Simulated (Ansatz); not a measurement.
Set up this calculation in Ansatz 0.2.0, as the native input.

```yaml
Task: single point
Functional: r2SCAN0 form with a typed share of exact exchange
Potentials_or_basis: Ansatz PAW
Cutoff: "500 eV (not typed: the program's choice for these potentials)"
k_mesh: 4 × 4 × 2
Occupations: fermi-dirac, width 0.05 eV
Spin: no spin polarisation
Share_of_exact_exchange: 0
```

SnSe, a slab with vacuum:

```xyz
4
Lattice="4.2853 0.0000 0.0000 0.0000 4.2853 0.0000 0.0000 0.0000 10.9907" Properties=species:S:1:pos:R:3 pbc="T T T"
Sn    0.0000    2.1427    6.8996
Sn    2.1427    0.0000    4.0911
Se    0.0000    2.1427    4.2200
Se    2.1427    0.0000    6.7707
```

The input as run:

input.yaml

```yaml
crystal:
  lattice:
    - [4.2853274191, 0.0, 0.0]
    - [0.0, 4.2853274191, 0.0]
    - [0.0, 0.0, 10.99069213]
  atoms:
    - { symbol: Sn, position: [0.0, 0.5, 0.62777089] }
    - { symbol: Sn, position: [0.5, 0.0, 0.37222911] }
    - { symbol: Se, position: [0.0, 0.5, 0.38396051] }
    - { symbol: Se, position: [0.5, 0.0, 0.61603949] }
hamiltonian:
  xc: r2scan
  pseudopotentials: { kind: paw }
kpoints:
  mp_grid: { grid: [4, 4, 2] }
scf:
  occupations: { method: fermi_dirac, width: 0.05 }
output:
  forces: true
  stress: true
  eigenvalues: true
```

Potentials or basis: Ansatz PAW.

Launch:

```sh
$ ansatz run input.yaml --threads 2 --pin off --max-ram 5632MiB --backend cpu --events-out ev --progress --plain --runs-dir out
```

It gave:

The largest force is 0.085 eV/Å. The band gap on the k mesh is 1.92 eV, indirect (least direct gap 1.98 eV).

Caveat: spin-orbit coupling is left out, which moves the levels of the heavy elements; the PAW data sets come from PBE, with cores solved anew for the run's functional, which leaves a small shift of forces and pressure.

Run time: 6.6 s on 2 threads of Arm Neoverse V1, with other jobs on the host, peak memory 0.8 GiB.
